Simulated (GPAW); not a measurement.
# B/Pt(111): work function by functional and basis, part 2 of 2

How far do functional and basis move the work function of B/Pt(111)?

GPAW 26.7.0; GPAW, PAW setups; slab in vacuum, relaxation (the session's first sound run).

So far, upper work function (eV): step 2 (relaxing the atoms, PBE, GPAW) 6.30; step 3 (plane waves, PBE) 6.30; step 4 (self-consistent run: xc = "vdW-DF2", GPAW, PAW setups, GPAW) 6.66; step 5 (self-consistent run: xc = "LDA") 6.45; step 6 (OptPBE vdW: xc = "optPBE-vdW", GPAW, PAW setups, GPAW) 6.48.

**7. Self-consistent run: xc = "revPBE"**

The same geometry under revPBE, to see how far the functional moves the levels against the vacuum.

File run.py:

```python
import json
import numpy as np
from ase import Atoms
from gpaw import GPAW, PW

slab = Atoms(
    ['Pt', 'Pt', 'Pt', 'Pt', 'B'],
    positions=[
        [0.00000, 0.00000, 9.00000],
        [1.38593, 0.80017, 11.26321],
        [2.77186, 1.60033, 13.61430],
        [-0.00000, 0.00000, 16.08245],
        [-0.00000, 0.00000, 18.01398]],
    cell=[[2.77186, 0.0, 0.0], [1.38593, 2.4005, 0.0], [0.0, 0.0, 26.98964]],
    pbc=[True, True, False])

slab.calc = GPAW(mode=PW(500), xc='revPBE', kpts={'size': (13, 13, 1), 'gamma': True},
                 occupations={'name': 'fermi-dirac', 'width': 0.1}, nbands='200%',
                 convergence={'density': 1e-05}, maxiter=200,
                 poissonsolver={'dipolelayer': 'xy'},
                 symmetry={'tolerance': 1e-3}, txt='slab.txt')
result = {}
energy = slab.get_potential_energy()
fermi = slab.calc.get_fermi_level()
v = slab.calc.get_electrostatic_potential().mean((0, 1)) - fermi
n = slab.calc.get_pseudo_density().mean((0, 1))
L = slab.cell[2, 2]
z = np.arange(len(v)) * L / len(v)
low, high = slab.positions[:, 2].min(), slab.positions[:, 2].max()
below, above = np.interp([low - 6.8, high + 6.8], z, v)
slopes = [np.interp(x, z, np.gradient(v, z)) for x in (low - 6.8, high + 6.8)]
eps = np.array([[slab.calc.get_eigenvalues(k, s) for k in range(len(slab.calc.get_ibz_k_points()))]
                for s in range(slab.calc.get_number_of_spins())]) - fermi
top, bottom = eps[eps < 0].max(), eps[eps > 0].min()
dipole = slab.get_dipole_moment()[2]
print(f'energy {energy:.4f} eV, Fermi level {fermi:.4f} eV, dipole {dipole:.5f} e A')
print(f'potential 6.8 A off the faces, from the Fermi level: lower {below:.4f} eV, upper {above:.4f} eV')
print(f'slope of the potential there: lower {slopes[0]:.5f}, upper {slopes[1]:.5f} eV/A')
print(f'nearest levels on the mesh: {top:.4f} and {bottom:.4f} eV')
print('magnetic moment', round(slab.get_magnetic_moment(), 3))
result.update(energy=energy, fermi=fermi, dipole=dipole, below=below, above=above, slopes=slopes, edges=[top, bottom],
              z=z.tolist(), v=v.tolist(), n=n.tolist(), positions=slab.positions.tolist(),
              forces=slab.get_forces(apply_constraint=False).tolist(), moments=slab.get_magnetic_moments().tolist())
json.dump(result, open('result.json', 'w'))
```

The run is started by

```sh
$ OMP_NUM_THREADS=1 OPENBLAS_NUM_THREADS=1 python run.py
```

Wall time 6.3 min (1 thread of Arm Neoverse V1, shared host); peak memory 0.3 GiB.

This step gave:

- dipole along the normal: -0.02429 e·Å
- levels nearest the Fermi level on the mesh: -0.004909, 0.003706 eV from the Fermi level
- upper work function: 6.224 eV
- lower work function: 5.561 eV

The electrostatic potential energy of an electron (without an applied field's), less the Fermi level, planar mean oscillates, so the rows of the table below give means over windows of 2.41 Å about each position, cut where the curve ends. Its maxima inside the range that stand out by 2 % of the span (Å: eV): 10.1: -0.280, 12.4: 0.325, 14.8: 0.877, 17.3: 0.0381. Its minima: 9.0: -26.9, 11.3: -27.1, 13.6: -27.1, 16.1: -27.2, 18.0: -12.2.

The electrostatic potential energy of an electron (without an applied field's), less the Fermi level, planar mean by z; means over each step:

z (Å), electrostatic potential energy of an electron (without an applied field's), less the Fermi level, planar mean (eV) and a bar from the least value:
```
     1.21        5.6 #############################
     3.62        5.6 #############################
     6.03        5.5 #############################
     8.44       -9.2 ####
    10.85      -11.6 
    13.26      -11.2 #
    15.67      -11.1 #
    18.08       -2.5 ###############
    20.48        6.1 ##############################
    22.90        6.2 ##############################
    25.30        6.2 ##############################
```

The upper face's work function is 6.224 eV, against 6.300 eV in the first plane-wave PBE run at this geometry.

**8. Self-consistent run: xc = "RPBE"**

The same geometry under RPBE, to see how far the functional moves the levels against the vacuum.

Changes to run.py since step 7:

```diff
@@ -16,3 +16,3 @@
 
-slab.calc = GPAW(mode=PW(500), xc='revPBE', kpts={'size': (13, 13, 1), 'gamma': True},
+slab.calc = GPAW(mode=PW(500), xc='RPBE', kpts={'size': (13, 13, 1), 'gamma': True},
                  occupations={'name': 'fermi-dirac', 'width': 0.1}, nbands='200%',
```

The job ended after 8 min (1 thread; peak memory 0.31 GiB).

This step gave:

```yaml
dipole_along_the_normal: -0.02496 e·Å
levels_nearest_the_fermi_level_on_the_mesh: -0.008314, 0.007605 eV from the Fermi level
lower_work_function: 5.542 eV
```

The upper face's work function is 6.224 eV, against 6.300 eV in the first plane-wave PBE run at this geometry.

**9. Real-space grid: mode = "fd"**

A real-space grid is a second complete basis, so it checks the plane-wave result.

Changes to run.py since step 8:

```diff
@@ -3,3 +3,3 @@
 from ase import Atoms
-from gpaw import GPAW, PW
+from gpaw import GPAW
 
@@ -16,3 +16,3 @@
 
-slab.calc = GPAW(mode=PW(500), xc='RPBE', kpts={'size': (13, 13, 1), 'gamma': True},
+slab.calc = GPAW(mode='fd', h=0.18, xc='PBE', kpts={'size': (13, 13, 1), 'gamma': True},
                  occupations={'name': 'fermi-dirac', 'width': 0.1}, nbands='200%',
```

Wall time 10 min (1 thread); peak memory 0.81 GiB.

Numbers from this step:

```
dipole along the normal                    : -0.02196 e·Å
levels nearest the Fermi level on the mesh : -0.004319, 0.004382 eV from the Fermi level
upper work function                        : 6.301 eV
lower work function                        : 5.703 eV
```

The electrostatic potential energy of an electron (without an applied field's), less the Fermi level, planar mean oscillates, so the rows of the table below give means over windows of 2.37 Å about each position, cut where the curve ends. Its maxima inside the range that stand out by 2 % of the span (Å: eV): 10.1: -0.207, 12.4: 0.357, 14.9: 0.939, 17.2: 0.151. Its minima: 9.0: -26.9, 11.3: -27.0, 13.6: -27.0, 16.0: -27.1, 18.1: -11.9.

Electrostatic potential energy of an electron (without an applied field's), less the Fermi level, planar mean against z; means over each step:

```
z (Å)  electrostatic potential energy of an electron (without an applied field's), less the Fermi level, planar mean (eV)
 1.19                                                                                                                5.71
 3.56                                                                                                                5.70
 5.93                                                                                                                5.65
 8.29                                                                                                               -8.30
10.67                                                                                                               -11.9
13.04                                                                                                               -11.3
15.41                                                                                                               -10.8
17.77                                                                                                               -4.02
20.14                                                                                                                5.95
22.52                                                                                                                6.30
24.89                                                                                                                6.30
```

The upper face's work function is 6.301 eV, against 6.300 eV in the first plane-wave PBE run at this geometry.

**10. Atomic orbitals: mode = "lcao"**

Atom-centred orbitals end a few angstrom from the surface, which tests how much the density's tail matters.

Changes to run.py since step 9:

```diff
@@ -16,4 +16,4 @@
 
-slab.calc = GPAW(mode='fd', h=0.18, xc='PBE', kpts={'size': (13, 13, 1), 'gamma': True},
-                 occupations={'name': 'fermi-dirac', 'width': 0.1}, nbands='200%',
+slab.calc = GPAW(mode='lcao', basis='dzp', h=0.18, xc='PBE', kpts={'size': (13, 13, 1), 'gamma': True},
+                 occupations={'name': 'fermi-dirac', 'width': 0.1}, nbands='120%',
                  convergence={'density': 1e-05}, maxiter=200,
```

Elapsed: 14 min, on 1 thread; peak memory 0.32 GiB.

This step gave:

- dipole along the normal: -0.01842 e·Å
- levels nearest the Fermi level on the mesh: -0.001994, 0.004241 eV from the Fermi level
- upper work function: 6.289 eV
- lower work function: 5.787 eV

The electrostatic potential energy of an electron (without an applied field's), less the Fermi level, planar mean oscillates, so the rows of the table below give means over windows of 2.37 Å about each position, cut where the curve ends. Its maxima inside the range that stand out by 2 % of the span (Å: eV): 10.1: -0.275, 12.4: 0.361, 14.9: 0.983, 17.2: 0.0617. Its minima: 9.0: -27.1, 11.3: -27.1, 13.6: -27.1, 16.0: -27.2, 18.1: -12.0.

The electrostatic potential energy of an electron (without an applied field's), less the Fermi level, planar mean by z; means over each step:

z (Å), electrostatic potential energy of an electron (without an applied field's), less the Fermi level, planar mean (eV) and a bar from the least value:
```
     1.19        5.8 #############################
     3.56        5.8 #############################
     5.93        5.7 #############################
     8.29       -8.3 ######
    10.67      -12.0 
    13.04      -11.4 #
    15.41      -10.9 ##
    17.77       -4.1 #############
    20.14        6.0 #############################
    22.52        6.3 ##############################
    24.89        6.3 ##############################
```

The upper face's work function is 6.289 eV, against 6.300 eV in the first plane-wave PBE run at this geometry.

**11. All levels side by side**

Times are for 1 thread of Arm Neoverse V1, shared host. Results by setting:

```
no.         run  upper work function (eV)  lower work function (eV)     time  memory (GiB)
  1          pw                     6.300                     5.703  5.7 min          0.31
  2     vdW DF2                     6.656                     5.949  4.7 min          0.47
  3         LDA                     6.452                     6.086  4.7 min          0.31
  4  optPBE vdW                     6.476                     5.851  7.1 min          0.47
  5      revPBE                     6.224                     5.561  6.3 min           0.3
  6        RPBE                     6.224                     5.542    8 min          0.31
  7          fd                     6.301                     5.703   10 min          0.81
  8        lcao                     6.289                     5.787   14 min          0.32
```

**12. Side by side**

Results and costs are gathered.

This step: comparison of work functions, dipole and cost (GPAW 26.7.0).

Ladder, by row:

```
      step  code  work function, upper (eV)  work function, lower (eV)  dipole (e Å)  wall time (s)  peak memory (GiB)  threads
        pw  GPAW                        6.3                      5.703      -0.02185          344.2               0.31        1
   vdW-DF2  GPAW                      6.656                      5.949      -0.02592          280.2               0.47        1
       LDA  GPAW                      6.452                      6.086      -0.01335          283.5               0.31        1
optPBE-vdW  GPAW                      6.476                      5.851      -0.02286          428.2               0.47        1
    revPBE  GPAW                      6.224                      5.561      -0.02429          377.5                0.3        1
      RPBE  GPAW                      6.224                      5.542      -0.02496          479.3               0.31        1
        fd  GPAW                      6.301                      5.703      -0.02196          629.3               0.81        1
      lcao  GPAW                      6.289                      5.787      -0.01842          843.8               0.32        1
```

**13. Results**

| Item | Value |
| --- | --- |
| work function, upper and lower face | 6.300 and 5.703 eV |
| dipole along the normal | -0.0219 e Å |

In words: With plane waves and PBE the work function is 6.30 eV on the upper face and 5.70 eV on the lower. The two faces differ by 0.60 eV, the step that the slab's dipole makes (e p/(ε0 A) gives 0.59 eV), so the dipole layer is needed. Over the sound runs of the table the upper face's work function spans 6.224 (RPBE) to 6.656 eV (vdW-DF2). The cell of 6.65 Å² holds one B, started on one chosen site; other sites and coverages weren't tried. The in-plane lattice was kept as typed, which isn't the functional's own and leaves some strain; spin-orbit coupling and temperature are left out.

[Logs are printed without paths, hosts, clocks, repeated set-up lines and the standing remarks that a program may print on its own settings, such as how far it seeks lower states.]

[Hosts, paths, dates, database ids (printed as entryN), source tags and the programs' standing remarks are cut or masked in the printed files.]
